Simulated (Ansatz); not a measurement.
Sb in Ansatz: the effect of functional

Sb, a slab with vacuum:

```xyz
6
Lattice="3.3690 0.0000 0.0000 -1.6845 2.9176 0.0000 0.0000 0.0000 28.3250" Properties=species:S:1:pos:R:3 pbc="T T T"
Sb    1.6845    0.9725    7.5000
Sb    0.0000    1.9451   10.1650
Sb    1.6845    0.9725   12.8300
Sb    0.0000    1.9451   15.4950
Sb    1.6845    0.9725   18.1600
Sb    0.0000    1.9451   20.8250
```

The cell isn't the ideal one: the (0 0 1) slab of Sb, cut from the database cell, not relaxed.

Alike in all runs:

```yaml
Program: Ansatz 0.2.0
Task: projected density of states
Potentials_or_basis: Ansatz PAW
k_mesh: 9 × 9 × 1
Occupations: fermi-dirac, width 0.05 eV
Spin: no spin polarisation
```

```tsv
functional	cutoff	largest force (eV/Å)	work function (eV)
LDA	420 eV (not typed: the program's choice for these potentials)	0.39	4.52
PBEsol	420 eV (not typed: the program's choice for these potentials)	0.33	4.31
RPBE	420 eV (not typed: the program's choice for these potentials)	0.32	4.11
revPBE	420 eV (not typed: the program's choice for these potentials)	0.32	4.11
BLYP	420 eV (not typed: the program's choice for these potentials)	?	?
r2SCAN	500 eV (not typed: the program's choice for these potentials)	0.38	4.29
```

What does the run with functional BLYP give?

Largest force 0.29 eV/Å; work function 3.99 eV.

Caveats: the PAW data sets come from PBE, with cores solved anew for the run's functional, which leaves a small shift of forces and pressure.

Runs at the PBE level aren't shown here.
